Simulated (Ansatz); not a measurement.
Write the native input for Ansatz 0.2.0 that does the following.

```yaml
Task: relaxation of cell and atoms
Functional: PBE
Dispersion: D3(BJ)
Potentials_or_basis: Ansatz PAW
Cutoff: "420 eV (not typed: the program's choice for these potentials)"
k_mesh: 12 × 12 × 12
Occupations: fermi-dirac, width 0.05 eV
Spin: no spin polarisation
```

The system is Ir.

```
Ir
1.0
     0.00000    1.91560    1.91560
     1.91560    0.00000    1.91560
     1.91560    1.91560    0.00000
Ir
1
Direct
  0.00000 0.00000 0.00000
```

These files were run (other wordings do the same):

input.yaml

```yaml
crystal:
  lattice:
    - [0.0, 1.9156, 1.9156]
    - [1.9156, 0.0, 1.9156]
    - [1.9156, 1.9156, 0.0]
  atoms:
    - { symbol: Ir, position: [0.0, 0.0, 0.0] }
hamiltonian:
  xc: pbe
  pseudopotentials: { kind: paw }
  dispersion: d3bj
kpoints:
  mp_grid: { grid: [12, 12, 12] }
scf:
  occupations: { method: fermi_dirac, width: 0.05 }
output:
  forces: true
  stress: true
relax:
  f_tol: 0.01
  max_steps: 40
  cell: { stress_tol: 0.05 }
```

Potentials or basis: Ansatz PAW.

The run is started by

```console
$ ansatz run input.yaml --threads 2 --pin off --max-ram 5632MiB --backend cpu --events-out ev --progress --plain --runs-dir out
```

Results of the run:

```json
{
 "Relaxed volume": "14.15 Å³/atom",
 "Relaxed cell": "a = 2.715 Å, b = 2.715 Å, c = 2.715 Å, α = 60.00°, β = 60.00°, γ = 60.00°",
 "Space group after relaxing (to 0.05 Å)": "Fm-3m (No. 225)",
 "Energy gained by relaxing": "0.7 meV/atom",
 "Ionic steps": "4",
 "Pressure after relaxing": "0.0 GPa"
}
```

Caveat: the plane-wave basis is chosen anew once the cell has moved, so the energies of steps on either side of that aren't comparable.

It took 2 s on 2 threads of Arm Neoverse V1 (shared host), peak memory 0.27 GiB.
